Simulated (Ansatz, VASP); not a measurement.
Given: the input of a run of Ansatz 0.2.0 on Al.

File input.yaml:

```yaml
crystal:
  lattice:
    - [2.7575767389, 0.0, 0.0]
    - [0.0, 2.7575767389, 0.0]
    - [0.0, 0.0, 2.7575767389]
  atoms:
    - { symbol: Al, position: [0.0, 0.0, 0.0] }
hamiltonian:
  xc: pbe
  pseudopotentials: { kind: paw }
kpoints:
  mp_grid: { grid: [10, 10, 10] }
scf:
  occupations: { method: fermi_dirac, width: 0.05 }
output:
  forces: true
  stress: true
  eigenvalues: true
```

Potentials or basis: Ansatz PAW.

Command:

```bash
$ ansatz run input.yaml --threads 1 --pin off --max-ram 3584MiB --backend cpu --events-out ev --progress --plain --runs-dir out
```

Problem. Translate it to VASP 6.6.1. Potentials there: VASP PAW PBE potentials, release 64 (Al).

Solution. As run (the cutoff follows the program's own potentials):

File INCAR:

```
PREC     = Accurate       # precision mode
ENCUT    = 520            # plane-wave cutoff, eV
EDIFF    = 1E-7           # SCF threshold, eV
ISMEAR   = -1             # smearing method
SIGMA    = 0.05           # smearing width, eV
LREAL    = F              # projectors in reciprocal space
LASPH    = T              # aspherical terms in the spheres
NELM     = 60             # most SCF steps
ALGO     = Normal         # electronic algorithm
ISIF     = 2              # what is computed and relaxed
LWAVE    = F              # write WAVECAR
LCHARG   = F              # write CHGCAR
GGA      = PE             # functional
NBANDS   = 8              # bands
```

File KPOINTS:

```
regular mesh
0
Gamma
  10 10 10
```

Contents of POSCAR:

```
Al
1.0
    2.7575767389      0.0000000000      0.0000000000
    0.0000000000      2.7575767389      0.0000000000
    0.0000000000      0.0000000000      2.7575767389
Al
1
Direct
    0.0000000000      0.0000000000      0.0000000000
```

Potentials or basis: VASP PAW PBE potentials, release 64 (Al).

Command:

```console
$ cat potpaw_PBE.64/Al/POTCAR > POTCAR
$ mpirun -np 1 vasp_std > vasp.out
```

Both were run:

|  | VASP | Ansatz | Ansatz less VASP |
| --- | --- | --- | --- |
| gap on the k mesh at the Fermi level (eV) | none | none | - |
| pressure (GPa) | -1.8 | -1.8 | +0.02 |

A gap of «none» marks a metal or a gap that the smearing closes. With one functional, cell and mesh, what is left measures potentials, basis and numerics.
